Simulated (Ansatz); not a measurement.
# Si, space group I4/mmm: an all-electron equation of state

With Ansatz's Python interface.

The cells in order, each with its output:

In [1]:
```python
import ansatz as az
from ase.eos import EquationOfState
from ase.units import GPa
import numpy as np
```

In [2]:
```python
vectors0 = np.array([
    [-1.62691, 1.62691, 1.32033],
    [1.62691, -1.62691, 1.32033],
    [1.62691, 1.62691, -1.32033],
])
sites = [
    ("Si", [0.0, 0.0, 0.0]),
]
```

In [3]:
```python
def make_crystal(cell):
    crystal = az.Crystal(lattice=az.Lattice.of(cell))
    for symbol, position in sites:
        crystal = crystal.atom(symbol, position)
    return crystal
```

In [4]:
```python
volumes, energies = [], []
for scale in np.linspace(0.94, 1.06, 7):
    cell = vectors0 * scale ** (1 / 3)
    model = (
        make_crystal(cell).calculation()
        .functional(az.Functional.PBESOL)
        .occupations(az.OccupationsMethod.FERMI_DIRAC)
        .kpoints(14, 14, 14)
        .pseudopotentials("all_electron", lapw=True)
    )
    r = model.run(threads=1, backend="cpu").report
    volumes.append(abs(np.linalg.det(cell)) / len(sites))
    energies.append(r["free_energy_ev"] / len(sites))
    print(f"{scale:.3f} {volumes[-1]:9.4f} A^3/atom {energies[-1]:16.5f} eV/atom  (estimated basis error {1000 * r['lapw_basis_errors']['total_ev_per_atom']:.2f} meV/atom)")
v0, e0, bulk = EquationOfState(volumes, energies, eos="birchmurnaghan").fit()
print(f"V0 = {v0:.4f} A^3/atom, B0 = {bulk / GPa:.1f} GPa")
```
```text
0.940   13.1401 A^3/atom      -7877.58923 eV/atom  (estimated basis error 0.10 meV/atom)
0.960   13.4196 A^3/atom      -7877.60110 eV/atom  (estimated basis error 0.10 meV/atom)
0.980   13.6992 A^3/atom      -7877.60845 eV/atom  (estimated basis error 0.10 meV/atom)
1.000   13.9788 A^3/atom      -7877.61179 eV/atom  (estimated basis error 0.10 meV/atom)
1.020   14.2584 A^3/atom      -7877.61157 eV/atom  (estimated basis error 0.10 meV/atom)
1.040   14.5379 A^3/atom      -7877.60824 eV/atom  (estimated basis error 0.10 meV/atom)
1.060   14.8175 A^3/atom      -7877.60213 eV/atom  (estimated basis error 0.10 meV/atom)
V0 = 14.0997 A^3/atom, B0 = 97.0 GPa
```

A third-order Birch-Murnaghan fit through the 7 points has its minimum at 14.10 Å³ an atom, 0.9 % above the typed cell, with a bulk modulus of 97 GPa and dB/dP = 5.2. From that minimum the energy rises by 22.9 meV an atom on the compressed side and 10.0 meV on the expanded side.

What to keep in mind:
- All-electron totals depend on functional, relativistic treatment and basis; only differences at equal settings carry meaning.
- Shape and fractional positions are held along the curve, so the bulk modulus is an upper value where they are free to relax, by a factor of two or more in layered or hydrogen-bonded cells.
- This isn't the structure that Si takes at ambient conditions.
- Timing: 32 s on 1 thread of Arm Neoverse V2, on a shared host, peak memory 0.35 GiB.
